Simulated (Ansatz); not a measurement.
# Si16C: the cost of one run

Program: Ansatz 0.2.0. Level of theory: DFT PBE+D3(BJ), plane waves, PAW, scalar-relativistic, collinear spin. These are calculated values, not measurements.

## Step 1: The starting structure

The cell holds 17 atoms (CSi16): a = 7.679 Å, b = 7.679 Å, c = 7.679 Å, α = 60.00°, β = 60.00°, γ = 60.00°.

Its coordinates follow in the input file.

## Step 2: End point A

The input, input.yaml:

```yaml
crystal:
  lattice:
    - [0.0, 5.43, 5.43]
    - [5.43, 0.0, 5.43]
    - [5.43, 5.43, 0.0]
  atoms:
    - { symbol: Si, position: [0.0, 0.0, 0.0] }
    - { symbol: Si, position: [0.125, 0.125, 0.125] }
    - { symbol: Si, position: [0.0, 0.0, 0.5] }
    - { symbol: Si, position: [0.125, 0.125, 0.625] }
    - { symbol: Si, position: [0.0, 0.5, 0.0] }
    - { symbol: Si, position: [0.125, 0.625, 0.125] }
    - { symbol: Si, position: [0.0, 0.5, 0.5] }
    - { symbol: Si, position: [0.125, 0.625, 0.625] }
    - { symbol: Si, position: [0.5, 0.0, 0.0] }
    - { symbol: Si, position: [0.625, 0.125, 0.125] }
    - { symbol: Si, position: [0.5, 0.0, 0.5] }
    - { symbol: Si, position: [0.625, 0.125, 0.625] }
    - { symbol: Si, position: [0.5, 0.5, 0.0] }
    - { symbol: Si, position: [0.625, 0.625, 0.125] }
    - { symbol: Si, position: [0.5, 0.5, 0.5] }
    - { symbol: Si, position: [0.625, 0.625, 0.625] }
    - { symbol: C, position: [0.3784303, 0.876574, 0.8819881], spin: 1.0 }
magnetization:
  spin_polarized: true
basis:
  ecutwfc: 420.0
kpoints:
  mp_grid: { grid: [2, 2, 2] }
hamiltonian:
  xc: pbe
  dispersion: d3bj
  pseudopotentials: { kind: paw, azcp: { folder: soft_1 } }
scf:
  occupations: { method: gaussian, width: 0.05 }
  lower_state_search: "off"
relax:
  f_tol: 0.03
  max_steps: 60
  adjacent_minimum: "off"
```

Command:

```console
$ ansatz run input.yaml --threads 2 --pin off --max-ram 5120MiB --backend cpu --events-out ev --progress --plain --runs-dir out
```

What time and memory should one allow on 2 threads of Arm Neoverse V2, shared host?

About 2.2 min, with a peak of 0.7 GiB.
